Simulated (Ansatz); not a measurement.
GeSb4Te7 (P-3m1) under several functionals

**What was measured.**

“Multiple superconducting phases driven by pressure in the topological insulator GeSb4Te7”, 2023, arxiv:2311.14472 reports, for a bulk crystal of GeSb4Te7 at 300 K: lattice constant c 23.82 Å.

Plane-wave DFT in Ansatz with scalar-relativistic PAW potentials. The same structure was relaxed (cell and atoms, symmetry kept) in separate runs at each level. Whether it is the stable form of this composition wasn't checked. No spin polarisation.

Task: How do the levels PBE, PBEsol, r2SCAN compare?

Result:
| level | cutoff (eV) | k mesh | V (Å³/atom) | a (Å) | c (Å) | gap (eV) |
| --- | --- | --- | --- | --- | --- | --- |
| PBEsol | 420 | 12×12×2 | 30.527 | 4.255 | 23.368 | 0.00 |
| r2SCAN | 500 | 6×6×2 | 32.998 | 4.287 | 24.880 | 0.64 |
| PBE | 420 | 12×12×2 | 33.098 | 4.320 | 24.570 | 0.37 |

The usual order of volumes, PBEsol < PBE, holds here (30.527, 33.098 Å³/atom). As a rule PBEsol, built on the gradient expansion of slowly varying densities, lies between LDA and PBE; PBE's stronger gradient term for exchange weakens bonds. r2SCAN lies 0.3 % under PBE in volume. Each gap belongs to its own cell, so it mixes the functional's effect with that of the volume; gaps are the least found on the k mesh or on a band path.

For PBE: Against the measured lattice constant c of GeSb4Te7, 23.82 Å (300 K; “Multiple superconducting phases driven by pressure in the topological insulator GeSb4Te7”, 2023, arxiv:2311.14472), the calculated 24.570 Å is off by +3.1 %. The calculations are for 0 K without zero-point motion.

Spin-orbit coupling is left out, which matters for the bands of heavy elements.